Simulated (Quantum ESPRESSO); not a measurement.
Crystal: PbO.

```xyz
8
Lattice="5.8760 0.0000 0.0000 0.0000 5.4760 0.0000 0.0000 0.0000 4.7430" Properties=species:S:1:pos:R:3 pbc="T T T"
Pb    4.5186    2.8147    1.1858
Pb    1.3574    2.6613    3.5573
Pb    4.5186    5.3993    3.5573
Pb    1.3574    0.0767    1.1858
O     0.7756    3.1870    1.1858
O     5.1004    2.2890    3.5573
O     0.7756    5.0270    3.5573
O     5.1004    0.4490    1.1858
```

- Program: Quantum ESPRESSO 7.5
- Task: single point
- Functional: PBE
- Potentials or basis: SSSP 1.3 efficiency PBE
- Cutoff: 748 eV
- Density cutoff: 5987 eV
- k mesh: 5 × 5 × 6
- Occupations: fermi-dirac, width 0.05 eV
- Spin: no spin polarisation

On this cell: pressure 2.7 GPa; largest force 0.964 eV/Å; band gap on the k mesh 1.96 eV, indirect (least direct gap 2.14 eV).

The same run follows on a disturbed copy (atoms moved at random, drawn with an rms of 0.05 Å):

```
CELL_PARAMETERS angstrom
5.87600 0.00000 0.00000
0.00000 5.47600 0.00000
0.00000 0.00000 4.74300
ATOMIC_POSITIONS crystal
Pb 0.77213 0.51030 0.24500
Pb 0.23724 0.48641 0.73958
Pb 0.77844 0.98223 0.75373
Pb 0.23308 0.01103 0.25676
O 0.12919 0.58469 0.25384
O 0.87060 0.42504 0.74715
O 0.13797 0.92163 0.74828
O 0.86623 0.07426 0.23699
```

Q: What changes?

A: The energy moves by +6.3 meV/atom; pressure 3.2 GPa; largest force 1.301 eV/Å; band gap on the k mesh 1.92 eV, indirect (least direct gap 2.09 eV).

Forces on the atoms (eV/Å):
```
Pb  -0.811 -0.863  0.024
Pb   0.172  0.827  0.150
Pb  -0.915  0.834 -0.077
Pb   0.347 -0.758 -0.162
O    1.269  0.268 -0.093
O   -0.632 -0.411 -0.022
O    1.120 -0.330 -0.038
O   -0.551  0.431  0.217
```

Stress tensor (GPa, compression positive):
```
 8.00  0.12 -0.21
 0.12 -1.19 -0.08
-0.21 -0.08  2.82
```

Caveats: spin-orbit coupling is left out, which as a rule narrows the gap of such compounds by several tenths of an eV; an odd mesh through Γ misses points on the zone boundary, where band edges often lie; the cell's inner coordinates are idealised or old, which leaves forces on the atoms.
